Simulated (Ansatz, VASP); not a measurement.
## Ru in VASP and in Ansatz

```xyz
1
Lattice="0.0000 1.8844 1.8844 1.8844 0.0000 1.8844 1.8844 1.8844 0.0000" Properties=species:S:1:pos:R:3 pbc="T T T"
Ru    0.0000    0.0000    0.0000
```

Alike in both runs: functional PBEsol; k mesh 20 × 20 × 20; occupations gaussian, width 0.1 eV; no spin polarisation.

Ansatz relaxed the structure, and its values are those at the end. VASP's run is a single point on that final structure, the one shown.

```csv
,VASP,Ansatz
version,VASP 6.6.1,Ansatz 0.2.0
potentials or method,"VASP PAW PBE potentials, release 64 (Ru_pv)","scalar-relativistic, plane waves, PAW"
plane-wave cutoff (eV),520,420
valence electrons in the cell,14,16
```

VASP gave:

| Quantity | Value |
| --- | --- |
| gap on the k mesh at the Fermi level (eV) | none |
| pressure (GPa) | -0.1 |

Problem. What did Ansatz give for the same quantities?

Solution. gap on the k mesh at the Fermi level (eV): none; pressure (GPa): 0.0.

A gap of «none» marks a metal or a gap that the smearing closes. With one functional, cell and mesh, what is left measures potentials, basis and numerics. The two sets of potentials don't hold the same shells in valence.

Caveats: the PAW data sets were made with another functional, which shifts forces and pressure a little (VASP).
